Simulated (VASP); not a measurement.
# InAs (F-43m) in VASP: band structure with HSE06

Aim: the band structure of InAs with HSE06.

All numbers are computed with VASP 6.6.1; they aren't measurements. Logs are shortened: lines on timing, memory, paths and dates and some standing lists are left out, and cuts for length are marked.

**What was measured.**

A printed reference work, data compilation reports, for a bulk crystal of InAs at 4.2 K: band gap 0.418 eV (direct).

The runs below are set against these values where they give the same quantity.

### 1 The structure

The structure is cubic, space group F-43m (No. 216). The conventional cell has a = 6.036 Å, b = 6.036 Å, c = 6.036 Å, α = 90.00°, β = 90.00°, γ = 90.00°. Around In (site symmetry -43m) lie 4 As at 2.61 Å. As (site symmetry -43m) has 4 In at 2.61 Å as nearest neighbours.

### 2 Band structure, HSE06

POSCAR

```
InAs
1.0
    0.0000000000      3.0180000000      3.0180000000
    3.0180000000      0.0000000000      3.0180000000
    3.0180000000      3.0180000000      0.0000000000
In As
1 1
Direct
    0.0000000000      0.0000000000      0.0000000000
    0.2500000000      0.2500000000      0.2500000000
```

INCAR.step1

```
PREC = Accurate ; ENCUT = 520
EDIFF = 1E-5 ; ISMEAR = 0
SIGMA = 0.02 ; LREAL = F
LASPH = T ; NELM = 100
ALGO = Normal ; ISIF = 2
LWAVE = T ; LCHARG = F
NBANDS = 16 ; KPAR = 4
GGA = PE
```

INCAR.step2

```
PREC = Accurate ; ENCUT = 520
EDIFF = 1E-7 ; ISMEAR = 0
SIGMA = 0.02 ; LREAL = F
LASPH = T ; NELM = 100
ALGO = Normal ; ISIF = 2
LWAVE = F ; LCHARG = F
GGA = PE ; LHFCALC = T
HFSCREEN = 0.2 ; PRECFOCK = Fast
NBANDS = 16 ; KPAR = 4
ISTART = 1
```

KPOINTS

```
Automatic mesh
0
Gamma
  6 6 6
```

KPOINTS_OPT

```
path GXWKGLUWLK,UX
10
line-mode
reciprocal
 0.0000000000  0.0000000000  0.0000000000  G
 0.5000000000  0.0000000000  0.5000000000  X

 0.5000000000  0.0000000000  0.5000000000  X
 0.5000000000  0.2500000000  0.7500000000  W

 0.5000000000  0.2500000000  0.7500000000  W
 0.3750000000  0.3750000000  0.7500000000  K

 0.3750000000  0.3750000000  0.7500000000  K
 0.0000000000  0.0000000000  0.0000000000  G

 0.0000000000  0.0000000000  0.0000000000  G
 0.5000000000  0.5000000000  0.5000000000  L

 0.5000000000  0.5000000000  0.5000000000  L
 0.6250000000  0.2500000000  0.6250000000  U

 0.6250000000  0.2500000000  0.6250000000  U
 0.5000000000  0.2500000000  0.7500000000  W

 0.5000000000  0.2500000000  0.7500000000  W
 0.5000000000  0.5000000000  0.5000000000  L

 0.5000000000  0.5000000000  0.5000000000  L
 0.3750000000  0.3750000000  0.7500000000  K

 0.6250000000  0.2500000000  0.6250000000  U
 0.5000000000  0.0000000000  0.5000000000  X
```

Potentials or basis: VASP PAW PBE potentials, release 64 (In_d, As).

Launch:

```
$ cat potpaw_PBE.64/In_d/POTCAR potpaw_PBE.64/As/POTCAR > POTCAR
$ cp INCAR.step1 INCAR
$ mpirun -np 4 vasp_std > vasp.out
$ cp INCAR.step2 INCAR
$ mpirun -np 4 vasp_std > vasp.out
```

OUTCAR:

```text
PREC = Accurate
   ENCUT = 520
   EDIFF = 1E-7
   ISMEAR = 0
   LREAL = F
   LASPH = T
   NELM = 100
   ISIF = 2
   GGA = PE
   LHFCALC = T
   HFSCREEN = 0.2
   PRECFOCK = Fast
   ISTART = 1

 ion  position               nearest neighbor table
   1  0.000  0.000  0.000-   2 2.61   2 2.61   2 2.61   2 2.61
   2  0.250  0.250  0.250-   1 2.61   1 2.61   1 2.61   1 2.61

  LATTYP: Found a face centered cubic cell.
 ALAT       =     6.0360000000

  Lattice vectors:

 A1 = (   0.0000000000,   3.0180000000,   3.0180000000)
 A2 = (   3.0180000000,   0.0000000000,   3.0180000000)
 A3 = (   3.0180000000,   3.0180000000,   0.0000000000)

Analysis of symmetry for initial positions (statically):
=====================================================================
 Subroutine PRICEL returns:
 Original cell was already a primitive cell.

 Routine SETGRP: Setting up the symmetry group for a
 face centered cubic supercell.

 Subroutine GETGRP returns: Found 24 space group operations
 (whereof 24 operations were pure point group operations)
 out of a pool of 48 trial point group operations.

The static configuration has the point symmetry T_d .

Analysis of symmetry for dynamics (positions and initial velocities):
=====================================================================
 Subroutine PRICEL returns:
 Original cell was already a primitive cell.

 Routine SETGRP: Setting up the symmetry group for a
 face centered cubic supercell.

 Subroutine GETGRP returns: Found 24 space group operations
 (whereof 24 operations were pure point group operations)
 out of a pool of 48 trial point group operations.

The dynamic configuration has the point symmetry T_d .

 Subroutine INISYM returns: Found 24 space group operations
 (whereof 24 operations are pure point group operations),
 and found     1 'primitive' translations

----------------------------------------------------------------------------------------

                                     Primitive cell

  volume of cell :      54.9778

  direct lattice vectors                    reciprocal lattice vectors
     0.000000000  3.018000000  3.018000000    -0.165672631  0.165672631  0.165672631
     3.018000000  0.000000000  3.018000000     0.165672631 -0.165672631  0.165672631
     3.018000000  3.018000000  0.000000000     0.165672631  0.165672631 -0.165672631

  length of vectors
     4.268096531  4.268096531  4.268096531     0.286953414  0.286953414  0.286953414

  position of ions in fractional coordinates (direct lattice)
     0.000000000  0.000000000  0.000000000
     0.250000000  0.250000000  0.250000000

  ion indices of the primitive-cell ions
   primitive index   ion index
                 1           1
                 2           2

----------------------------------------------------------------------------------------

 KPOINTS: Automatic mesh

Automatic generation of k-mesh.
 Grid dimensions read from file:
 generate k-points for:    6    6    6

 Generating k-lattice:

  Cartesian coordinates                     Fractional coordinates (reciprocal lattice)
    -0.027612105  0.027612105  0.027612105     0.166666667  0.000000000  0.000000000
     0.027612105 -0.027612105  0.027612105     0.000000000  0.166666667  0.000000000
     0.027612105  0.027612105 -0.027612105     0.000000000  0.000000000  0.166666667

  Length of vectors
     0.047825569  0.047825569  0.047825569

  Shift w.r.t. Gamma in fractional coordinates (k-lattice)
     0.000000000  0.000000000  0.000000000

 Subroutine IBZKPT returns following result:
 ===========================================

 Found     16 irreducible k-points:

 Following reciprocal coordinates:
            Coordinates               Weight
  0.000000  0.000000  0.000000      1.000000
  0.166667  0.000000  0.000000      8.000000
  0.333333  0.000000  0.000000      8.000000
  0.500000  0.000000  0.000000      4.000000
  0.166667  0.166667  0.000000      6.000000
  0.333333  0.166667  0.000000     24.000000
[... 8 lines left out ...]
 -0.333333  0.333333  0.166667     24.000000
 -0.333333  0.500000  0.166667     12.000000
   k-points           NKPTS =     16   k-points in BZ     NKDIM =    216   number of bands    NBANDS=     16
   number of dos      NEDOS =    301   number of ions     NIONS =      2
   total plane-waves  NPLWV =  32768
   dimension x,y,z NGX =    32 NGY =   32 NGZ =   32
   dimension x,y,z NGXF=    64 NGYF=   64 NGZF=   64
   ions per type =               1   1
   NGX,Y,Z   is equivalent  to a cutoff of  12.46, 12.46, 12.46 a.u.
   NGXF,Y,Z  is equivalent  to a cutoff of  24.93, 24.93, 24.93 a.u.
 SYSTEM =  unknown system
   PREC   = accura    normal or accurate (medium, high low for compatibility)
   ISTART =      1    job   : 0-new  1-cont  2-samecut
   ICHARG =      0    charge: 1-file 2-atom 10-const
   ISPIN  =      1    spin polarized calculation?
   LNONCOLLINEAR =      F non collinear calculations
   LSORBIT =      F    spin-orbit coupling
   LASPH  =      T    aspherical Exc in radial PAW
   ENCUT  =  520.0 eV  38.22 Ry    6.18 a.u.   7.94  7.94  7.94*2*pi/ulx,y,z
   NELM   =    100;   NELMIN=  2; NELMDL=  0     # of ELM steps
   EDIFF  = 0.1E-06   stopping-criterion for ELM
   LREAL  =      F    real-space projection
   EDIFFG = 0.1E-05   stopping-criterion for IOM
   NSW    =      0    number of steps for IOM
   IBRION =     -1    ionic relax: 0-MD 1-quasi-New 2-CG
   NFREE  =      0    steps in history (QN), initial steepest desc. (CG)
   ISIF   =      2    stress and relaxation
   ISYM   =      3    0-nonsym 1-usesym 2-fastsym
   POTIM  = 0.5000    time-step for ionic-motion
   TEBEG  =    0.0;   TEEND  =   0.0 temperature during run
   PSTRESS=    0.0 pullay stress
   NELECT =      18.0000    total number of electrons
   NUPDOWN=      -1.0000    fix difference up-down
   EMIN   =  10.00;   EMAX   =-10.00  energy-range for DOS
   EFERMI =   0.00;   METHOD = LEGACY
   ISMEAR =     0;   SIGMA  =   0.02  broadening in eV -4-tet -1-fermi 0-gaus
   EFERMI_NEDOS =   21; number of points for ismear=-14 and -15
   IALGO  =     38    algorithm
   IMIX   =      1    mixing-type and parameters
     AMIX     =   0.40;   BMIX     =  1.00
     AMIX_MAG =   1.60;   BMIX_MAG =  1.00
  volume/ion in A,a.u.               =      27.49       185.50
  Fermi-wavevector in a.u.,A,eV,Ry     =   1.128331  2.132236 17.321990  1.273130
  Thomas-Fermi vector in A             =   2.265020
   LORBIT       =      0    0 simple, 1 ext, 2 COOP (PROOUT), +10 PAW based schemes
   GGA     = PE    functional components
   LHFCALC =     T    Hartree Fock is set to
   PRECFOCK=fast      Normal, Fast or Accurate (Low or Medium for compatibility)
   ENCUT4O =  -1.0   cutoff for four orbital integrals eV
   NKREDX  =     1    reduce k-point grid by
   NKREDY  =     1    reduce k-point grid by
   NKREDZ  =     1    reduce k-point grid by
   AEXX    =    0.2500 exact exchange contribution
   HFSCREEN=    0.2000 screening length (either q_TF or 0.3 A-1)
   HFSCREENC=   0.2000 screening length for correlation (either q_TF or 0.3 A-1)
   ENCUTFOCK=  -1.0 apply spherical cutoff to Coloumb kernel
   IVDW    =     0    specifies the selected vdW correction
   LEPSILON=     F    determine dielectric tensor
   LRPA    =     F    only Hartree local field effects (RPA)
 non-spin polarized calculation
 Gauss-broadening in eV      SIGMA  =   0.02
  energy-cutoff  :      520.00
  volume of cell :       54.98
 maximum number of plane-waves:      1492
  NGX = 18; NGY = 18; NGZ = 18

 number of electron      17.9999991 magnetization

 Free energy of the ion-electron system (eV)
  ---------------------------------------------------
  ext. energy  EPLUGINS =         0.00000000
  ---------------------------------------------------
  free energy    TOTEN  =        -9.23328147 eV

  energy without entropy =       -9.23328147  energy(sigma->0) =       -9.23328147

 E-fermi :   4.2772     XC(G=0):  -7.5878

 val. band max:        4.1445464259   @ k =   0.0000   0.0000   0.0000
 cond. band min:       4.7293477489   @ k =   0.0000   0.0000   0.0000
 fundamental gap:      0.5848013229
 Fermi energy:         4.2771924151

 k-point     1 :       0.0000    0.0000    0.0000
  band No.  band energies     occupation
      1     -12.0002      2.00000
      2     -12.0002      2.00000
      3     -12.0002      2.00000
      4     -11.8643      2.00000
      5     -11.8643      2.00000
      6      -8.9360      2.00000
[... 8 lines left out ...]
     15      14.7865      0.00000
     16      14.7865      0.00000

 k-point     2 :       0.1667    0.0000    0.0000
  band No.  band energies     occupation
      1     -12.0313      2.00000
      2     -11.9902      2.00000
      3     -11.9902      2.00000
      4     -11.8644      2.00000
      5     -11.8644      2.00000
      6      -8.6262      2.00000
[... 8 lines left out ...]
     15      13.6299      0.00000
     16      13.7131      0.00000

 k-point     3 :       0.3333    0.0000    0.0000
  band No.  band energies     occupation
      1     -12.0888      2.00000
      2     -11.9734      2.00000
      3     -11.9734      2.00000
      4     -11.8610      2.00000
      5     -11.8610      2.00000
      6      -7.8486      2.00000
[... 8 lines left out ...]
     15      14.1779      0.00000
     16      14.1779      0.00000

 k-point     4 :       0.5000    0.0000    0.0000
  band No.  band energies     occupation
      1     -12.1157      2.00000
      2     -11.9672      2.00000
      3     -11.9672      2.00000
      4     -11.8570      2.00000
      5     -11.8570      2.00000
      6      -7.3064      2.00000
[... 8 lines left out ...]
     15      16.0111      0.00000
     16      16.0111      0.00000

 k-point     5 :       0.1667    0.1667    0.0000
  band No.  band energies     occupation
      1     -12.0513      2.00000
      2     -11.9800      2.00000
      3     -11.9800      2.00000
      4     -11.8724      2.00000
      5     -11.8588      2.00000
      6      -8.5236      2.00000
[... 8 lines left out ...]
     15      14.6779      0.00000
     16      15.1049      0.00000

 k-point     6 :       0.3333    0.1667    0.0000
  band No.  band energies     occupation
      1     -12.0973      2.00000
      2     -11.9651      2.00000
      3     -11.9611      2.00000
      4     -11.8765      2.00000
      5     -11.8543      2.00000
      6      -7.8925      2.00000
[... 8 lines left out ...]
     15      15.2182      0.00000
     16      15.2903      0.00000
[... 115 lines left out ...]
 k-point    13 :       0.5000    0.5000    0.0000
  band No.  band energies     occupation
      1     -12.1762      2.00000
      2     -11.9165      2.00000
      3     -11.9165      2.00000
      4     -11.9032      2.00000
      5     -11.8421      2.00000
      6      -6.6964      2.00000
[... 8 lines left out ...]
     15      16.7234      0.00000
     16      17.4433      0.00000

 k-point    14 :       0.5000    0.3333    0.1667
  band No.  band energies     occupation
      1     -12.1303      2.00000
      2     -11.9540      2.00000
      3     -11.9420      2.00000
      4     -11.8798      2.00000
      5     -11.8534      2.00000
      6      -7.2543      2.00000
[... 8 lines left out ...]
     15      15.8840      0.00000
     16      17.3240      0.00000

 k-point    15 :      -0.3333    0.3333    0.1667
  band No.  band energies     occupation
      1     -12.1422      2.00000
      2     -11.9532      2.00000
      3     -11.9334      2.00000
      4     -11.8758      2.00000
      5     -11.8572      2.00000
      6      -6.8357      2.00000
[... 8 lines left out ...]
     15      16.0785      0.00000
     16      17.1057      0.00000

 k-point    16 :      -0.3333    0.5000    0.1667
  band No.  band energies     occupation
      1     -12.1588      2.00000
      2     -11.9397      2.00000
      3     -11.9222      2.00000
      4     -11.8871      2.00000
      5     -11.8514      2.00000
      6      -6.6545      2.00000
[... 8 lines left out ...]
     15      16.9684      0.00000
     16      17.1067      0.00000

------------------------ aborting loop because EDIFF is reached ----------------------------------------

  FORCE on cell =-STRESS in cart. coord.  units (eV):
  Direction    XX          YY          ZZ          XY          YZ          ZX
  --------------------------------------------------------------------------------------
  -------------------------------------------------------------------------------------
  Total        0.7012643      0.7012643      0.7012643      0.0000000     -0.0000000      0.0000000
  in kB       20.4364104     20.4364104     20.4364104      0.0000000     -0.0000000      0.0000000
  external PRESSURE =      20.4364104 kB  Pullay stress =       0.0000000 kB

 VOLUME and BASIS-vectors are now :
 -----------------------------------------------------------------------------
  energy-cutoff  :      520.00
  volume of cell :       54.98
      direct lattice vectors                 reciprocal lattice vectors
     0.000000000  3.018000000  3.018000000    -0.165672631  0.165672631  0.165672631
     3.018000000  0.000000000  3.018000000     0.165672631 -0.165672631  0.165672631
     3.018000000  3.018000000  0.000000000     0.165672631  0.165672631 -0.165672631

 POSITION                                       TOTAL-FORCE (eV/Angst)
 -----------------------------------------------------------------------------------
      0.00000      0.00000      0.00000         0.000000      0.000000      0.000000
      1.50900      1.50900      1.50900        -0.000000     -0.000000     -0.000000
 -----------------------------------------------------------------------------------
    total drift:                                0.000015      0.000015      0.000011

  FREE ENERGIE OF THE ION-ELECTRON SYSTEM (eV)
  ---------------------------------------------------
  free  energy   TOTEN  =        -9.2332814658 eV

  energy  without entropy=       -9.2332814658  energy(sigma->0) =       -9.23328147
```

Run time: 47 min. Hardware: 4 MPI ranks of AMD EPYC 7R13 (Zen 3), shared host; peak memory 0.37 GiB.

What came out:

| Item | Value |
| --- | --- |
| Free energy | -9.2333 eV |
| Pressure | 2.0 GPa |
| Band gap on the k mesh | 0.58 eV, direct |
| Band gap along the path | 0.58 eV, direct |

Levels at the corners of the path, in eV from the valence-band top:
```tsv
point	band 7	band 8	band 9	band 10	band 11	band 12
Γ	0.00	0.00	0.00	0.58	4.69	4.69
X	-6.35	-2.55	-2.55	2.13	2.74	10.37
X	-6.35	-2.55	-2.55	2.13	2.74	10.37
W	-6.17	-3.24	-3.12	5.00	5.19	5.93
W	-6.17	-3.24	-3.12	5.00	5.19	5.93
K	-6.19	-3.58	-2.13	2.77	5.13	8.35
K	-6.19	-3.58	-2.13	2.77	5.13	8.35
Γ	0.00	0.00	0.00	0.58	4.69	4.69
Γ	0.00	0.00	0.00	0.58	4.69	4.69
L	-6.29	-1.08	-1.08	1.69	5.48	5.48
L	-6.29	-1.08	-1.08	1.69	5.48	5.48
U	-6.19	-3.58	-2.13	2.77	5.13	8.35
U	-6.19	-3.58	-2.13	2.77	5.13	8.35
W	-6.17	-3.24	-3.12	5.00	5.19	5.93
W	-6.17	-3.24	-3.12	5.00	5.19	5.93
L	-6.29	-1.08	-1.08	1.69	5.48	5.48
L	-6.29	-1.08	-1.08	1.69	5.48	5.48
K	-6.19	-3.58	-2.13	2.77	5.13	8.35
U	-6.19	-3.58	-2.13	2.77	5.13	8.35
X	-6.35	-2.55	-2.55	2.13	2.74	10.37
```

Caveat: the PAW data sets were made with another functional, which shifts forces and pressure a little; spin-orbit coupling is left out, which moves the levels of the heavy elements.

### 3 Against experiment

Step 2. A measured gap of InAs is 0.418 eV (direct; 4.2 K; a printed reference work, data compilation); the calculated 0.58 eV misses it by +0.17 eV. Spin-orbit coupling on As, In is left out. The value is that of HSE06, without temperature or zero-point motion.
